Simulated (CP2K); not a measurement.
Runs of CP2K 2026.2 on WC (Qusongite). Symmetry: P-6m2, No. 187, hexagonal system. Conventional cell: a = 2.907 Å, b = 2.907 Å, c = 2.837 Å, α = 90.00°, β = 90.00°, γ = 120.00°. W (site symmetry -6m2) has 6 C at 2.20 Å as nearest neighbours. C (site symmetry -6m2) is surrounded by 6 W at 2.20 Å. 

| level | cutoff of the non-local correlation (Ry) | gap on the mesh (eV) | pressure (GPa) |
| --- | --- | --- | --- |
| PBEsol | - | none | -4.0 |
| BLYP | - | none | 15.9 |
| HLE17 | - | none | -34.4 |
| vdW-DF-cx | 300 | none | -1.9 |
| LDA | - | none | (a) |
| vdW-DF2 | 300 | none | (b) |

Alike in all rows: task band structure; potentials or basis POTENTIAL_UZH W GTH-PBE-q14, C GTH-PBE-q4; TZVP-MOLOPT-PBE-GTH basis; no spin polarisation; cell as given; k mesh 10 × 10 × 9; smearing fermi-dirac 0.05 eV.

Question: Fill in the values left out.

Answer: (a) -6.5; (b) 22.1.

Caveats: the potentials were made for another functional, which shifts forces and pressure; spin-orbit coupling is left out, which moves the levels of the heavy elements; the basis of atomic orbitals isn't converged, which shifts pressures, moduli and gaps; the potentials were made for a functional far from this one (some runs); the cell as given lies far from equilibrium (some runs).

A k mesh can miss the band edges, and the runs leave out spin-orbit coupling on W.

A gap of «none» marks a metal or a gap under the smearing width.

Runs at the PBE level aren't shown here.
